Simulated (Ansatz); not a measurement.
**LiF (Griceite) under changes of volume**

One of the cells (8.169 Å³/atom); the others are scaled copies at fixed shape and fractional positions:

```
F Li
1.0
     0.00000    2.01400    2.01400
     2.01400    0.00000    2.01400
     2.01400    2.01400    0.00000
F Li
1 1
Direct
  0.50000 0.50000 0.50000
  0.00000 0.00000 0.00000
```

```yaml
Program: Ansatz 0.2.0
Functional: LDA
Potentials_or_basis: Ansatz PAW
Cutoff: "420 eV (not typed: the program's choice for these potentials)"
k_mesh: 11 × 11 × 11
Occupations: fermi-dirac, width 0.05 eV
Spin: no spin polarisation
```

| volume (Å³/atom) | energy over the lowest point (meV/atom) | pressure (GPa) | gap on the mesh (eV) |
| --- | --- | --- | --- |
| 7.679 | 0.00 | -2.3 | 9.42 |
| 7.842 | 3.20 | -3.9 | 9.22 |
| 8.006 | 7.88 | -5.2 | 9.03 |
| 8.169 | 13.81 | -6.5 | 8.84 |
| 8.333 | 21.00 | -7.6 | 8.67 |
| 8.496 | ? | ? | ? |
| 8.659 | 38.30 | -9.4 | 8.34 |

Task: What does the run at 8.496 Å³/atom give?

Result: Energy over the lowest point 29.14 meV/atom; pressure -8.5 GPa; gap on the mesh 8.50 eV.

Worked out: A Birch-Murnaghan fit of order 3 (a polynomial in V^(-2/3)) to the other rows has its minimum at 7.45 Å³/atom, just outside them, with B0 = V·E''(V) = 83 GPa and B' = 3.8. It gives 29.17 meV/atom at 8.496 Å³/atom, against the run's 29.14, and -dE/dV = -8.5 GPa, against -8.5. A straight line through the other rows of the gap, of slope -8.99 eV per unit of ln V (its deformation potential), gives 8.50 eV, against the run's 8.50.

Energies are extrapolated to zero smearing.

Caveats: odd divisions of the mesh miss points on the zone boundary, where band edges often lie, so the gap on the mesh can be too wide; the PAW data sets come from PBE, with cores solved anew for the run's functional, which leaves a small shift of forces and pressure.

A mesh can miss the band edges.
